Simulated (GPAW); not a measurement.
# Magnetic state of Fe5 on W4 110 from several starts, part 2 of 2

Does Fe5 on W4 110 prefer parallel or opposed moments, or none?

GPAW 26.7.0; PBE; plane waves with GPAW's PAW setups, scalar-relativistic.

So far. Step 2 (Start 1: ferro +++++): After 56 cycles the largest moment stands at 2.76 μB.

### Step 3. Run 2 (ferri ++++-)

An opposed order shows whether the pairs that it reverses prefer unlike signs.

The input, order2.py:

```python
import json
import numpy as np
from ase import Atoms
from ase.parallel import paropen, parprint
from gpaw import GPAW

atoms = Atoms(['W', 'W', 'W', 'W', 'Fe', 'Fe', 'Fe', 'Fe', 'Fe'],
    cell=[[1.5825, -2.237993, 0.0],
         [1.5825, 2.237993, 0.0],
         [0.0, 0.0, 27.3284]],
    scaled_positions=[[0.0, 0.0, 0.219552],
         [0.5, 0.5, 0.301432],
         [0.0, 0.0, 0.383313],
         [0.5, 0.5, 0.465194],
         [0.0, 0.0, 0.536614],
         [0.5, 0.5, 0.597573],
         [0.0, 0.0, 0.658531],
         [0.5, 0.5, 0.71949],
         [0.0, 0.0, 0.780448]],
    pbc=True,
    magmoms=[0.0, 0.0, 0.0, 0.0, 2.6, 2.6, 2.6, 2.6, -2.6])
atoms.calc = GPAW(mode={'name': 'pw', 'ecut': 450},
    xc='PBE',
    kpts={'size': (18, 18, 1), 'gamma': True},
    occupations={'name': 'fermi-dirac', 'width': 0.05},
    convergence={'density': 1e-05, 'energy': 1e-05},
    maxiter=250,
    mixer={'name': 'pulay', 'beta': 0.03, 'nmaxold': 8, 'weight': 100},
    symmetry={'tolerance': 1e-4},
    txt='order2.txt')
e = atoms.get_potential_energy(force_consistent=True)
res = {'free_energy': e, 'energy_sigma0': atoms.get_potential_energy(), 'fermi_energy': atoms.calc.get_fermi_level()}
res['moments'] = atoms.get_magnetic_moments().tolist()
res['total'] = atoms.get_magnetic_moment()
parprint('site moments (muB):', np.round(res['moments'], 3))
parprint(f"total moment: {res['total']:.3f} muB")
parprint(f'free energy: {e:.6f} eV')
atoms.calc.write('order2.gpw')
with paropen('results.json', 'w') as f:
    json.dump(res, f)
```

Command:

```sh
> OMP_NUM_THREADS=1 mpirun -n 4 gpaw python order2.py > order2.log
```

Numbers of over 12 decimals in the logs are rounded to 6 here.

The log of the run:

```text
site moments (muB): [ 7.000e-03  2.000e-03 -0.000e+00 -8.300e-02  2.109e+00  2.454e+00
  2.422e+00  2.085e+00 -2.495e+00]
total moment: 6.348 muB
free energy: -87.103138 eV

--- order2.txt ---
Input parameters:
  mode=PW(ecut=450),
  convergence={'density': 1e-05, 'energy': 1e-05},
  kpts=MonkhorstPack(size=(18, 18, 1), gamma=True),
  maxiter=250,
  mixer=Pulay(name='pulay', nmaxold=8, beta=0.03, weight=100, sigma=0.015, g_ss=None),
  occupations=Occupations(name='fermi-dirac', width=0.05),
  symmetry=Symmetry(tolerance=0.0001),
  xc=XC(name='PBE')

Diagonalizing LCAO Hamiltonian
Converting LCAO to pw mode

       Fe

           Fe

       Fe

           Fe

       Fe

           W

       W

           W

       W

Atoms  # Å, Bohr magnetons
|   | symbol |        x |        y |         z |    initial magnetic moments |
|---|--------|----------|----------|-----------|-----------------------------|
| 0 |      W | 0.000000 | 0.000000 |  6.000005 | ( 0.0000,  0.0000,  0.0000) |
| 1 |      W | 1.582500 | 0.000000 |  8.237654 | ( 0.0000,  0.0000,  0.0000) |
| 2 |      W | 0.000000 | 0.000000 | 10.475331 | ( 0.0000,  0.0000,  0.0000) |
| 3 |      W | 1.582500 | 0.000000 | 12.713008 | ( 0.0000,  0.0000,  0.0000) |
| 4 |     Fe | 0.000000 | 0.000000 | 14.664802 | ( 0.0000,  0.0000,  2.6000) |
| 5 |     Fe | 1.582500 | 0.000000 | 16.330714 | ( 0.0000,  0.0000,  2.6000) |
| 6 |     Fe | 0.000000 | 0.000000 | 17.996599 | ( 0.0000,  0.0000,  2.6000) |
| 7 |     Fe | 1.582500 | 0.000000 | 19.662511 | ( 0.0000,  0.0000,  2.6000) |
| 8 |     Fe | 0.000000 | 0.000000 | 21.328395 | ( 0.0000,  0.0000, -2.6000) |

Unit cell  # Å
| periodic |        x |         y |         z |   lengths |     angles |
|----------|----------|-----------|-----------|-----------|------------|
|      yes | 1.582500 | -2.237993 |  0.000000 |  2.740970 |  90.000000 |
|      yes | 1.582500 |  2.237993 |  0.000000 |  2.740970 |  90.000000 |
|      yes | 0.000000 |  0.000000 | 27.328400 | 27.328400 | 109.471222 |

Number of symmetries: 4

BZ-sampling:
  Number of BZ points: 324
  Number of IBZ points: 91

  Monkhorst-Pack size: [18, 18, 1]
  Monkhorst-Pack shift: [0.027778, 0.027778, 0.0]

Plane wave coefficients: 4254
Cutoff: 450.000000 eV

Spin-components: 2 (collinear spins)
Bands:           67
Projectors:      54
Spin-degeneracy: 1
Datatype:        complex128

Parallelization:
  kpt:    4
  domain: 1
  band:   1

Density:
  Valence electrons: 96.0
  Components: 2
  Grid points: [ 14  14 135]
  Charge: 0.0  # |e|

Potential:
  Grid points: [ 14  14 135]

[... setups left out ...]
Reference energy: -1928183.959620  # eV

eigensolver:
  PPCG
  Converge bands: occupied
  niter=2

density mixing:
  Pulay-Mixer
  Linear mixing parameters: 0.03
  Old densities: 8
  Fourier metric: weight=100, sigma=0.015

occupation numbers:
  Fermi-Dirac:
    width: 0.0500  # eV

poisson solver:
  ecut: 3600.000000  # eV

xc functional:
  name: PBE with 2 nearest neighbor stencil

convergence criteria:
- Maximum integral of absolute [dens]ity change: 1e-05 electrons / valence electron
- Maximum [total energy] change in last 3 cyles: 1e-05 eV / valence electron
- Maximum integral of absolute [eigenst]ate change: 4e-08 eV^2 / valence electron
maximum number of iterations: 250

SCF iterations
|iter     |      energy | eigst |  dens |  magmom |
|---------|-------------|-------|-------|---------|
|iter:   1|       0s |  -98.755178 | +0.26 |       |  +7.8114|
|iter:   2|      19s | -337.033023 | +1.18 | -0.68 |  +7.6862|
|iter:   3|      37s | -105.756822 | +0.23 | -0.22 |  +7.6568|
|iter:   4|      55s |  -88.897174 | -0.70 | -0.63 |  +7.6414|
|iter:   5|      74s |  -88.399735 | -1.80 | -1.06 |  +7.6341|
|iter:   6|      92s |  -88.078630 | -2.71 | -1.11 |  +7.6210|
|iter:   7|     111s |  -87.497409 | -2.36 | -1.13 |  +7.5713|
|iter:   8|     129s |  -87.069938 | -1.74 | -1.18 |  +7.4226|
|iter:   9|     147s |  -87.010601 | -2.50 | -1.29 |  +7.3680|
|iter:  10|     166s |  -86.856891 | -2.12 | -1.33 |  +7.2184|
[... 39 iterations left out ...]
|iter:  50|     856s |  -87.067584c| -7.93c| -4.51 |  +6.3498|
|iter:  51|     865s |  -87.067583c| -7.89c| -4.58 |  +6.3497|
|iter:  52|     873s |  -87.067582c| -8.38c| -4.68 |  +6.3496|
|iter:  53|     882s |  -87.067581c| -8.15c| -4.71 |  +6.3494|
|iter:  54|     890s |  -87.067579c| -8.20c| -4.78 |  +6.3491|
|iter:  55|     899s |  -87.067577c| -8.38c| -4.82 |  +6.3488|
|iter:  56|     907s |  -87.067576c| -8.57c| -4.86 |  +6.3486|
|iter:  57|     916s |  -87.067576c| -8.73c| -4.92 |  +6.3484|
|iter:  58|     925s |  -87.067575c| -8.94c| -4.99 |  +6.3483|
|iter:  59|     933s |  -87.067575c| -9.21c| -5.05c|  +6.3482|

Converged in 59 steps
Energy contributions relative to reference atoms: (reference = -1928183.959620)

Energy contributions:
  Kinetic:          62.755105
  Coulomb:         -62.584456
  Zero:              0.703300
  External:          0.000000
  Xc:              -87.905962
  Entropy:          -0.071125
  Spinorbit:         0.000000
  ----------------------------
  Free energy:     -87.103138
  Extrapolated:    -87.067575

dipole moment: (-46.799280, -0.000000, 0.063596)  # |e|*Ang

Total magnetic moment: (0.000000, 0.000000, 6.348225)

Local magnetic moments
|        x |        y |         z |
|----------|----------|-----------|
| 0.000000 | 0.000000 |  0.007481 |  # W    0
| 0.000000 | 0.000000 |  0.001670 |  # W    1
| 0.000000 | 0.000000 | -0.000095 |  # W    2
| 0.000000 | 0.000000 | -0.083284 |  # W    3
| 0.000000 | 0.000000 |  2.109171 |  # Fe   4
| 0.000000 | 0.000000 |  2.453591 |  # Fe   5
| 0.000000 | 0.000000 |  2.421609 |  # Fe   6
| 0.000000 | 0.000000 |  2.084556 |  # Fe   7
| 0.000000 | 0.000000 | -2.495244 |  # Fe   8

Fermi level: 6.177
Eigenvalues  # (at kpt = [-0.000, -0.000, 0.000])
| band index |      eig [eV] | occ [0-1] |      eig [eV] | occ [0-1] |
|------------|---------------|-----------|---------------|-----------|
|          0 |       -67.795 |     1.000 |       -67.795 |     1.000 |
|        ... |               |           |               |           |
|         41 |         4.649 |     1.000 |         5.608 |     1.000 |
|         42 |         4.651 |     1.000 |         5.720 |     1.000 |
|         43 |         4.785 |     1.000 |         5.937 |     0.992 |
|         44 |         4.825 |     1.000 |         5.963 |     0.986 |
|         45 |         4.827 |     1.000 |         6.316 |     0.058 |
|         46 |         5.034 |     1.000 |         6.610 |     0.000 |
|         47 |         5.074 |     1.000 |         6.646 |     0.000 |
|         48 |         5.412 |     1.000 |         6.792 |     0.000 |
|         49 |         5.508 |     1.000 |         6.874 |     0.000 |
|         50 |         5.560 |     1.000 |         6.923 |     0.000 |
|         51 |         5.628 |     1.000 |         6.969 |     0.000 |
|         52 |         6.168 |     0.545 |         7.257 |     0.000 |
|         53 |         6.342 |     0.036 |         7.259 |     0.000 |
|         54 |         6.423 |     0.007 |         7.300 |     0.000 |
|         55 |         7.093 |     0.000 |         7.435 |     0.000 |
|         56 |         7.176 |     0.000 |         7.486 |     0.000 |
|        ... |               |           |               |           |
|         66 |         9.362 |     0.000 |         8.983 |     0.000 |

No gap
No difference between direct/indirect transitions
```

The job ended after 16 min (4 MPI ranks of Arm Neoverse V2, shared host; peak memory 1.8 GiB).

Spin moment in the augmentation sphere by atom:

```
atom  spin moment in the augmentation sphere (μB)
  W1                                         0.01
  W2                                         0.00
  W3                                         0.00
  W4                                        -0.08
 Fe5                                         2.11
 Fe6                                         2.45
 Fe7                                         2.42
 Fe8                                         2.08
 Fe9                                        -2.50
```

Numbers from this step:

| Property | Result |
| --- | --- |
| magnetization | 6.348 μB |
| final state | ferrimagnetic |

It lies 91.9 meV a seeded atom over the first start, and its largest moment is 2.50 μB against 2.76 μB.

### Step 4. Order 3, typed as no spin polarisation

A run without seeds gives the energy of the state without moments.

nospin.py is the script of step 3 with these lines changed:

```diff
@@ -19,4 +19,3 @@
          [0.0, 0.0, 0.780448]],
-    pbc=True,
-    magmoms=[0.0, 0.0, 0.0, 0.0, 2.6, 2.6, 2.6, 2.6, -2.6])
+    pbc=True)
 atoms.calc = GPAW(mode={'name': 'pw', 'ecut': 450},
@@ -29,11 +28,7 @@
     symmetry={'tolerance': 1e-4},
-    txt='order2.txt')
+    txt='nospin.txt')
 e = atoms.get_potential_energy(force_consistent=True)
 res = {'free_energy': e, 'energy_sigma0': atoms.get_potential_energy(), 'fermi_energy': atoms.calc.get_fermi_level()}
-res['moments'] = atoms.get_magnetic_moments().tolist()
-res['total'] = atoms.get_magnetic_moment()
-parprint('site moments (muB):', np.round(res['moments'], 3))
-parprint(f"total moment: {res['total']:.3f} muB")
 parprint(f'free energy: {e:.6f} eV')
-atoms.calc.write('order2.gpw')
+atoms.calc.write('nospin.gpw')
 with paropen('results.json', 'w') as f:
```

Command:

```sh
> OMP_NUM_THREADS=1 mpirun -n 4 gpaw python nospin.py > nospin.log
```

The log of the run:

```text
free energy: -84.967477 eV

--- nospin.txt ---
Input parameters:
  mode=PW(ecut=450),
  convergence={'density': 1e-05, 'energy': 1e-05},
  kpts=MonkhorstPack(size=(18, 18, 1), gamma=True),
  maxiter=250,
  mixer=Pulay(name='pulay', nmaxold=8, beta=0.03, weight=100, sigma=0.015, g_ss=None),
  occupations=Occupations(name='fermi-dirac', width=0.05),
  symmetry=Symmetry(tolerance=0.0001),
  xc=XC(name='PBE')

[...]
|        ... |               |           |
|         43 |         5.495 |     2.000 |
|         44 |         5.524 |     2.000 |
|         45 |         5.525 |     2.000 |
|         46 |         5.590 |     2.000 |
[...]
|         56 |         6.657 |     0.000 |
|         57 |         7.132 |     0.000 |
|         58 |         7.478 |     0.000 |
|        ... |               |           |
|         61 |         7.941 |     0.000 |

No gap
No difference between direct/indirect transitions

[key lines of the parts left out:]
Free energy:     -84.967477
Converged in 53 steps
dipole moment: (-46.853571, 0.000000, 0.013242)  # |e|*Ang
Fermi level: 6.023
```

Elapsed: 7 min, on 4 MPI ranks; peak memory 1.3 GiB; 28 min of CPU time.

This step gave:

- final state: non-magnetic (no spin polarisation)

It lies 519 meV a seeded atom over the first start.

### Step 5. Energies of the orders

These are free energies at a smearing of 0.05 eV, so its entropy term is in the differences. They are divided by the number of seeded atoms, so that cells of unlike size compare.

Orders:

```
               start    final state  typed order kept  energy over the lowest (meV a seeded atom)  largest site moment (μB)  net moment (μB a primitive cell)  mesh matched  CPU time (s)
         ferro +++++  ferromagnetic               yes                                           0                     2.763                             11.84           yes          3668
         ferri ++++-  ferrimagnetic               yes                                       91.95                     2.495                             6.348           yes          3855
no spin polarisation   non-magnetic                 -                                       519.1                         0                                 0           yes          1688
```

### Step 6. Results

| Quantity | Value |
| --- | --- |
| lowest state found | ferromagnetic (typed ferro +++++) |
| largest site moment | 2.76 μB |
| next state | ferrimagnetic, 91.9 meV a seeded atom higher |
| energy gained by spin polarisation | 519 meV a seeded atom |

**Reading.** The lowest state found is ferromagnetic, reached from the start ferro +++++, with moments up to 2.76 μB. The next state costs 92 meV a seeded atom. This is the lowest of 3 finished starts, no proof of the ground state.

[Logs and program files are shortened in this print: banners, set-up blocks, solver, clock and traceback lines can be left out without a mark of their own.]

[Logs are printed without paths, hosts, clocks, repeated set-up lines and the standing remarks that a program may print on its own settings, such as how far it seeks lower states.]

[Hosts, paths, dates, database ids (printed as entryN), source tags and the programs' standing remarks are cut or masked in the printed files.]

[Where a cell is said to come from a database of computed structures, the database is the Materials Project.]
